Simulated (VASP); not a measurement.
# Ir (Fm-3m) in VASP: further runs

One crystal, Ir, is run at these levels: PBE; tasks: single point.

All numbers are computed with VASP 6.6.1; they aren't measurements. Logs are shortened: lines on timing, memory, paths and dates and some standing lists are left out, and cuts for length are marked.

**1. The structure**

Symmetry: Fm-3m, No. 225, cubic system. The conventional cell has a = 3.872 Å, b = 3.872 Å, c = 3.872 Å, α = 90.00°, β = 90.00°, γ = 90.00°. Ir (site symmetry m-3m) has 12 Ir at 2.74 Å as nearest neighbours.

**2. Single point, PBE**

INCAR

```
PREC = Accurate
ENCUT = 520
EDIFF = 1E-7
ISMEAR = 0
SIGMA = 0.1
LREAL = False
LASPH = True
NELM = 100
ALGO = Fast
ISIF = 2
LWAVE = False
LCHARG = False
GGA = PE
```

KPOINTS

```
regular mesh
0
Gamma
  18 18 18
```

POSCAR

```
Ir                                      
1.0
    0.0000000000      1.9361735123      1.9361735123
    1.9361735123      0.0000000000      1.9361735123
    1.9361735123      1.9361735123      0.0000000000
  Ir            
     1
Direct
     0.0000000000000000    0.0000000000000000    0.0000000000000000
```

Potentials or basis: VASP PAW PBE potentials, release 64 (Ir).

Run with:

```sh
$ cat potpaw_PBE.64/Ir/POTCAR > POTCAR
$ mpirun -np 1 vasp_std > vasp.out
```

OUTCAR:

```text
PREC = Accurate
   ENCUT = 520
   EDIFF = 1E-7
   ISMEAR = 0
   LREAL = False
   LASPH = True
   NELM = 100
   ISIF = 2
   GGA = PE

 ion  position               nearest neighbor table
   1  0.000  0.000  0.000-

  LATTYP: Found a face centered cubic cell.
 ALAT       =     3.8723470246

  Lattice vectors:

 A1 = (   0.0000000000,   1.9361735123,   1.9361735123)
 A2 = (   1.9361735123,   0.0000000000,   1.9361735123)
 A3 = (   1.9361735123,   1.9361735123,   0.0000000000)

Analysis of symmetry for initial positions (statically):
=====================================================================
 Subroutine PRICEL returns:
 Original cell was already a primitive cell.

 Routine SETGRP: Setting up the symmetry group for a
 face centered cubic supercell.

 Subroutine GETGRP returns: Found 48 space group operations
 (whereof 48 operations were pure point group operations)
 out of a pool of 48 trial point group operations.

The static configuration has the point symmetry O_h .

Analysis of symmetry for dynamics (positions and initial velocities):
=====================================================================
 Subroutine PRICEL returns:
 Original cell was already a primitive cell.

 Routine SETGRP: Setting up the symmetry group for a
 face centered cubic supercell.

 Subroutine GETGRP returns: Found 48 space group operations
 (whereof 48 operations were pure point group operations)
 out of a pool of 48 trial point group operations.

The dynamic configuration has the point symmetry O_h .

 Subroutine INISYM returns: Found 48 space group operations
 (whereof 48 operations are pure point group operations),
 and found     1 'primitive' translations

----------------------------------------------------------------------------------------

                                     Primitive cell

  volume of cell :      14.5165

  direct lattice vectors                    reciprocal lattice vectors
     0.000000000  1.936173512  1.936173512    -0.258241318  0.258241318  0.258241318
     1.936173512  0.000000000  1.936173512     0.258241318 -0.258241318  0.258241318
     1.936173512  1.936173512  0.000000000     0.258241318  0.258241318 -0.258241318

  length of vectors
     2.738162840  2.738162840  2.738162840     0.447287084  0.447287084  0.447287084

  position of ions in fractional coordinates (direct lattice)
     0.000000000  0.000000000  0.000000000

  ion indices of the primitive-cell ions
   primitive index   ion index
                 1           1

----------------------------------------------------------------------------------------

 KPOINTS: regular mesh

Automatic generation of k-mesh.
 Grid dimensions read from file:
 generate k-points for:   18   18   18

 Generating k-lattice:

  Cartesian coordinates                     Fractional coordinates (reciprocal lattice)
    -0.014346740  0.014346740  0.014346740     0.055555556  0.000000000  0.000000000
     0.014346740 -0.014346740  0.014346740     0.000000000  0.055555556  0.000000000
     0.014346740  0.014346740 -0.014346740     0.000000000  0.000000000  0.055555556

  Length of vectors
     0.024849282  0.024849282  0.024849282

  Shift w.r.t. Gamma in fractional coordinates (k-lattice)
     0.000000000  0.000000000  0.000000000

 Subroutine IBZKPT returns following result:
 ===========================================

 Found    195 irreducible k-points:

 Following reciprocal coordinates:
            Coordinates               Weight
  0.000000  0.000000  0.000000      1.000000
  0.055556  0.000000  0.000000      8.000000
  0.111111  0.000000  0.000000      8.000000
  0.166667  0.000000  0.000000      8.000000
  0.222222  0.000000  0.000000      8.000000
  0.277778  0.000000  0.000000      8.000000
[... 16 lines left out ...]
 -0.277778  0.055556  0.000000     24.000000
 -0.222222  0.055556  0.000000     24.000000
 [... further k-points ...]
   k-points           NKPTS =    195   k-points in BZ     NKDIM =    195   number of bands    NBANDS=      8
   number of dos      NEDOS =    301   number of ions     NIONS =      1
   total plane-waves  NPLWV =   8000
   dimension x,y,z NGX =    20 NGY =   20 NGZ =   20
   dimension x,y,z NGXF=    40 NGYF=   40 NGZF=   40
   ions per type =               1
   NGX,Y,Z   is equivalent  to a cutoff of  12.14, 12.14, 12.14 a.u.
   NGXF,Y,Z  is equivalent  to a cutoff of  24.29, 24.29, 24.29 a.u.
 SYSTEM =  unknown system
   PREC   = accura    normal or accurate (medium, high low for compatibility)
   ISTART =      0    job   : 0-new  1-cont  2-samecut
   ICHARG =      2    charge: 1-file 2-atom 10-const
   ISPIN  =      1    spin polarized calculation?
   LNONCOLLINEAR =      F non collinear calculations
   LSORBIT =      F    spin-orbit coupling
   LASPH  =      T    aspherical Exc in radial PAW
   ENCUT  =  520.0 eV  38.22 Ry    6.18 a.u.   5.09  5.09  5.09*2*pi/ulx,y,z
   NELM   =    100;   NELMIN=  2; NELMDL= -5     # of ELM steps
   EDIFF  = 0.1E-06   stopping-criterion for ELM
   LREAL  =      F    real-space projection
   EDIFFG = 0.1E-05   stopping-criterion for IOM
   NSW    =      0    number of steps for IOM
   IBRION =     -1    ionic relax: 0-MD 1-quasi-New 2-CG
   NFREE  =      0    steps in history (QN), initial steepest desc. (CG)
   ISIF   =      2    stress and relaxation
   ISYM   =      2    0-nonsym 1-usesym 2-fastsym
   POTIM  = 0.5000    time-step for ionic-motion
   TEBEG  =    0.0;   TEEND  =   0.0 temperature during run
   PSTRESS=    0.0 pullay stress
   NELECT =       9.0000    total number of electrons
   NUPDOWN=      -1.0000    fix difference up-down
   EMIN   =  10.00;   EMAX   =-10.00  energy-range for DOS
   EFERMI =   0.00;   METHOD = LEGACY
   ISMEAR =     0;   SIGMA  =   0.10  broadening in eV -4-tet -1-fermi 0-gaus
   EFERMI_NEDOS =   21; number of points for ismear=-14 and -15
   IALGO  =     68    algorithm
   IMIX   =      4    mixing-type and parameters
     AMIX     =   0.40;   BMIX     =  1.00
     AMIX_MAG =   1.60;   BMIX_MAG =  1.00
  volume/ion in A,a.u.               =      14.52        97.96
  Fermi-wavevector in a.u.,A,eV,Ry     =   1.395944  2.637952 26.513132  1.948660
  Thomas-Fermi vector in A             =   2.519347
   LORBIT       =      0    0 simple, 1 ext, 2 COOP (PROOUT), +10 PAW based schemes
   GGA     = PE    functional components
   LHFCALC =     F    Hartree Fock is set to
   AEXX    =    0.0000 exact exchange contribution
   IVDW    =     0    specifies the selected vdW correction
   LEPSILON=     F    determine dielectric tensor
   LRPA    =     F    only Hartree local field effects (RPA)
 non-spin polarized calculation
 RMM-DIIS sequential band-by-band and
 Gauss-broadening in eV      SIGMA  =   0.10
  energy-cutoff  :      520.00
  volume of cell :       14.52
 maximum number of plane-waves:       399
   NGX = 11   NGY = 11   NGZ = 11

 number of electron       9.0000000 magnetization

 Free energy of the ion-electron system (eV)
  ---------------------------------------------------
  ext. energy  EPLUGINS =         0.00000000
  ---------------------------------------------------
  free energy    TOTEN  =        -8.85380054 eV

  energy without entropy =       -8.84842478  energy(sigma->0) =       -8.85111266

 E-fermi :   9.9950     XC(G=0): -13.8349

 val. band max:        9.9923769823   @ k =   0.5000   0.2222   0.1111
 cond. band min:       9.9993694472   @ k =   0.3333   0.1111   0.0556
 fundamental gap:      0.0069924648
 Fermi energy:         9.9950101080

 k-point     1 :       0.0000    0.0000    0.0000
  band No.  band energies     occupation
      1      -0.8794      2.00000
      2       6.2290      2.00000
      3       6.2290      2.00000
      4       6.2290      2.00000
      5       8.8093      2.00000
      6       8.8093      2.00000
      7      24.3378      0.00000
      8      29.7711      0.00000

 k-point     2 :       0.0556    0.0000    0.0000
  band No.  band energies     occupation
      1      -0.7456      2.00000
      2       6.1583      2.00000
      3       6.2869      2.00000
      4       6.2869      2.00000
      5       8.7723      2.00000
      6       8.7723      2.00000
      7      24.5668      0.00000
      8      29.0335      0.00000

 k-point     3 :       0.1111    0.0000    0.0000
  band No.  band energies     occupation
      1      -0.3572      2.00000
      2       5.9765      2.00000
      3       6.4385      2.00000
      4       6.4385      2.00000
      5       8.6921      2.00000
      6       8.6921      2.00000
      7      25.1954      0.00000
      8      27.5836      0.00000

 k-point     4 :       0.1667    0.0000    0.0000
  band No.  band energies     occupation
      1       0.2397      2.00000
      2       5.7696      2.00000
      3       6.6087      2.00000
      4       6.6087      2.00000
      5       8.6629      2.00000
      6       8.6629      2.00000
      7      25.8699      0.00000
      8      26.1820      0.00000

 k-point     5 :       0.2222    0.0000    0.0000
  band No.  band energies     occupation
      1       0.9458      2.00000
      2       5.6768      2.00000
      3       6.6799      2.00000
      4       6.6799      2.00000
      5       8.8194      2.00000
      6       8.8194      2.00000
      7      24.4330      0.00000
      8      26.6294      0.00000
[... 177 lines left out ...]
 k-point    22 :      -0.3333    0.0556    0.0000
  band No.  band energies     occupation
      1       2.1622      2.00000
      2       6.3209      2.00000
      3       6.4562      2.00000
      4       6.7163      2.00000
      5       9.6027      2.00000
      6      10.4664      0.00000
      7      20.4684      0.00000
      8      25.2535      0.00000

 k-point    23 :      -0.2778    0.0556    0.0000
  band No.  band energies     occupation
      1       1.8655      2.00000
      2       5.9106      2.00000
      3       6.5280      2.00000
      4       6.6313      2.00000
      5       9.0050      2.00000
      6       9.8806      1.89426
      7      22.3262      0.00000
      8      26.1784      0.00000

 k-point    24 :      -0.2222    0.0556    0.0000
  band No.  band energies     occupation
      1       1.2904      2.00000
      2       5.5853      2.00000
      3       6.6696      2.00000
      4       6.7585      2.00000
      5       8.5393      2.00000
      6       9.3617      2.00000
      7      24.0123      0.00000
      8      26.7861      0.00000

 [... further k-points ...]
[... 5 lines left out ...]
  --------------------------------------------------------------------------------------
  -------------------------------------------------------------------------------------
  Total       -0.0038107     -0.0038107     -0.0038107     -0.0000000      0.0000000      0.0000000
  in kB       -0.4205883     -0.4205883     -0.4205883     -0.0000000      0.0000000      0.0000000
  external PRESSURE =      -0.4205883 kB  Pullay stress =       0.0000000 kB

 VOLUME and BASIS-vectors are now :
 -----------------------------------------------------------------------------
  energy-cutoff  :      520.00
  volume of cell :       14.52
      direct lattice vectors                 reciprocal lattice vectors
     0.000000000  1.936173512  1.936173512    -0.258241318  0.258241318  0.258241318
     1.936173512  0.000000000  1.936173512     0.258241318 -0.258241318  0.258241318
     1.936173512  1.936173512  0.000000000     0.258241318  0.258241318 -0.258241318

 POSITION                                       TOTAL-FORCE (eV/Angst)
 -----------------------------------------------------------------------------------
      0.00000      0.00000      0.00000         0.000000     -0.000000      0.000000
 -----------------------------------------------------------------------------------
    total drift:                                0.000000      0.000000      0.000000

  FREE ENERGIE OF THE ION-ELECTRON SYSTEM (eV)
  ---------------------------------------------------
  free  energy   TOTEN  =        -8.8538005397 eV

  energy  without entropy=       -8.8484247841  energy(sigma->0) =       -8.85111266
```

Wall time 12 s (1 thread of Intel Xeon 6975P-C (Granite Rapids), shared host); peak memory 0.14 GiB.

What came out:

```yaml
Free_energy: -8.8538 eV
Pressure: 0.0 GPa
Band_gap_on_the_k_mesh: none (metal or under the smearing width)
```

Levels at points of the mesh, in eV from the Fermi level:
```csv
k point,band 2,band 3,band 4,band 5,band 6,band 7
"(0.00, 0.00, 0.00)",-3.77,-3.77,-3.77,-1.19,-1.19,14.34
"(0.50, 0.00, 0.00)",-3.86,-3.86,-0.72,0.82,0.82,6.97
"(0.50, 0.50, 0.00)",-7.09,0.79,1.37,1.37,1.67,10.13
```

**3. Single point, PBE (a relaxed cell with its volume scaled by 0.97)**

INCAR is that of step 2.

KPOINTS is that of step 2.

POSCAR

```
Ir                                      
1.0
    0.0000000000      1.9166148669      1.9166148669
    1.9166148669      0.0000000000      1.9166148669
    1.9166148669      1.9166148669      0.0000000000
  Ir            
     1
Direct
     0.0000000000000000    0.0000000000000000    0.0000000000000000
```

Potentials or basis: VASP PAW PBE potentials, release 64 (Ir).

Run with:

```sh
$ cat potpaw_PBE.64/Ir/POTCAR > POTCAR
$ mpirun -np 1 vasp_std > vasp.out
```

It took 12 s on 1 thread of Intel Xeon 6975P-C (Granite Rapids), shared host; peak memory 0.14 GiB.

Results (log left out):

```yaml
Free_energy: -8.8384 eV
Pressure: 11.5 GPa
Band_gap_on_the_k_mesh: none (metal or under the smearing width)
```

Levels at points of the mesh, in eV from the Fermi level:
| k point | band 1 | band 2 | band 3 | band 4 | band 5 | band 6 | band 7 | band 8 |
| --- | --- | --- | --- | --- | --- | --- | --- | --- |
| (0.00, 0.00, 0.00) | -11.21 | -3.95 | -3.95 | -3.95 | -1.24 | -1.24 | 14.28 | 19.89 |
| (0.50, 0.00, 0.00) | -8.19 | -4.06 | -4.06 | -0.81 | 0.87 | 0.87 | 7.28 | 13.82 |
| (0.50, 0.50, 0.00) | -8.00 | -7.43 | 0.84 | 1.45 | 1.45 | 1.66 | 10.54 | 11.69 |

Spin-orbit coupling is left out, which matters for the levels of Ir.

(Part 1 of 2 ends here.)
